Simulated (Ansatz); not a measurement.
An Ansatz input:

```yaml
crystal:
  lattice:
    - [0.0, 2.2537955554, 2.2537955554]
    - [2.2537955554, 0.0, 2.2537955554]
    - [2.2537955554, 2.2537955554, 0.0]
  atoms:
    - { symbol: Se, position: [0.0, 0.0, 0.0] }
hamiltonian:
  xc: r2scan
  pseudopotentials:
    kind: paw
    azcp:
      Se: "pseudopotentials/Se.paw.azcp"
basis:
  ecutwfc: 500
  fft_grid_basis: typed
kpoints:
  mp_grid: { grid: [14, 14, 14], shift: [0, 0, 0] }
magnetization:
  spin_polarized: false
scf:
  occupations: { method: fermi_dirac, width: 0.1 }
  lower_state_search: "off"
output:
  stress: true
```

and its output:

```
Engine: ansatz 0.2.0, x86_64-unknown-linux-gnu
Pseudopotentials: kind: paw
Pseudopotential: Se, paw, valence charge 16, recommended cutoff 500 eV (meta_gga) 
Functional definition: r2SCAN
  parameter k0 = 0.174
  parameter k1 = 0.065
  parameter a1 = 4.9479
  exchange = r2scan_x(k0 = k0, k1 = k1, a1 = a1)
  correlation = r2scan_c
Crystal: 1 atoms, lattice volume = 22.897 Å³
Basis set: ecut = 500 eV, 561 PW (Γ), exchange–correlation on 96×96×96 points (64 copies of the dense FFT grid, shifted against one another)
Bands: 12, of which v1, the nominal top of the filled ones, is band 8 counted from 1 (7 counted from 0)
Symmetry: 48 space group operations
Space group: Fm-3m (ITA 225), of the structure as read, at distance tolerance 2.8e-5 Å
k-points: 104 of 2744
Non-local potential: Se, projectors of the file, l = 0: 2, l = 1: 2, l = 2: 3, l = 3: 1
PAW form: soft (Blöchl's): semilocal exchange-correlation on the pseudo side does not see the compensation charge
PAW frozen core: Se, regenerated for the run's functional (the file was generated under x = pbe(κ = 0.804, μ = 0.2195149727645171), c = pbe(β = 0.06672455060314922))
PAW one-centre angular grid: Se, 590 points (default); XC on 160 Gauss nodes
Initial density: superposition of atomic densities (neutral atoms: chi_scale 0, normalization atom), corrected by the library's trained network
Initial wavefunctions: pseudopotential atomic-orbital guess
Functional: x = r2scan, c = r2scan; τ floored in thin density (d = 2e-4 eV/Å³)
SCF iter   1: F=-5477.181223 eV  HF=-5477.178002 eV  |F-HF|=3.22e-3  |Δ(HF+E_count)|=         —  Δρ=2.11e-3  dr2=5.77e-4  dr2_τ=8.86e-4  ethr=1.77e-3  ⟨swp⟩=5.1  Hψ=7851  notcnv=0
SCF iter   2: F=-5477.181852 eV  HF=-5477.181490 eV  |F-HF|=3.61e-4  |Δ(HF+E_count)|=   3.49e-3  Δρ=1.55e-3  dr2=2.95e-4  dr2_τ=1.15e-5  ethr=3.61e-6  ⟨swp⟩=2.0  Hψ=3744  notcnv=0
SCF iter   3: F=-5477.181906 eV  HF=-5477.181866 eV  |F-HF|=4.09e-5  |Δ(HF+E_count)|=   3.75e-4  Δρ=5.28e-4  dr2=3.59e-5  dr2_τ=1.44e-6  ethr=1.85e-6  ⟨swp⟩=2.0  Hψ=1968  notcnv=0
SCF iter   4: F=-5477.181912 eV  HF=-5477.181912 eV  |F-HF|=1.42e-7  |Δ(HF+E_count)|=   4.61e-5  Δρ=2.39e-5  dr2=4.12e-8  dr2_τ=4.50e-9  ethr=2.24e-7  ⟨swp⟩=2.0  Hψ=1556  notcnv=0
iter 5 did not close the SCF: its close was put off for the readings that it lacked (scf_convergence_deferred on its scf_iter line)
SCF iter   5: F=-5477.181912 eV  HF=-5477.181912 eV  |F-HF|=6.79e-9  |Δ(HF+E_count)|=   1.53e-7  Δρ=5.94e-6  dr2=2.94e-9  dr2_τ=1.96e-10  ethr=2.58e-10  ⟨swp⟩=2.7  Hψ=2004  notcnv=0
SCF iter   6: F=-5477.181912 eV  HF=-5477.181912 eV  |F-HF|=1.73e-11  |Δ(HF+E_count)|=   8.86e-9  Δρ=4.64e-7  dr2=2.13e-11  dr2_τ=2.33e-12  ethr=1.84e-11  ⟨swp⟩=1.0  Hψ=3741  notcnv=0
SCF 1 converged in 6 iterations: F = -5477.181912 eV  dr2 = 2.13e-11
SCF converged after 6 iterations
Free energy (F): -5477.181912 eV
Harris-Foulkes:  -5477.181912 eV  (|F-HF|=1.73e-11)
Internal energy: -5477.144960 eV  (E = F + TS)
E sigma→0 (E₀):  -5477.163436 eV
Entropy (-TS):   -0.036952 eV (-36.952 meV/atom)
Fermi energy:    8.833079 eV
--- Per-component energies (eV) ---
  E_band       = -386.029754
  E_kinetic    = 115.112246
  E_local      = -2185.402776  (includes V_loc(G=0)·N_el)
  E_nonlocal   = -593.617669
  E_hartree    = 1085.632879
  E_xc         = -96.196106
  E_vxc        = -103.094445  (∫ρ·V_xc dr)
  E_paw        = -1926.157827  (= ΣΔE_a)
  E_vpaw       = 204.485682  (= ΣTr[D̂ρ^β])
  E_aug_tail   = -0.000207  (compensation charges beyond the density's cutoff)
  E_vtau       = 5.221864  (kinetic-family band-sum trace: ∫τ·v_τ [+ j·A + Jᵃ·Aᵃ] dr)
  E_ewald      = -1874.750729
  E_core_change = -1.764770  (= ΣΔE_core)
  E_smearing   = -0.036952  (= −TS)
  E_closure    = 0.000000  (closes the sum)
  Σ components = -5477.181912   (vs F -5477.181912, Δ=0.00e0)
--- Stress (GPa, compression-positive) ---
       -6.145224      -0.000000      -0.000000
       -0.000000      -6.145224      -0.000000
       -0.000000      -0.000000      -6.145224
  P = ⅓ Tr σ = -6.1452 GPa (-61.452 kbar)
```

Launched by

```sh
ansatz run input.yaml --threads 1 --pin off --max-ram 3584MiB --backend cpu --events-out ev --progress --plain --runs-dir out
```

On 1 thread of Intel(R) Xeon(R) Platinum 8259CL CPU @ 2.50GHz (Skylake/Cascade Lake) (shared host) this took about 6.2 s of wall time and 5.3 s of CPU time.
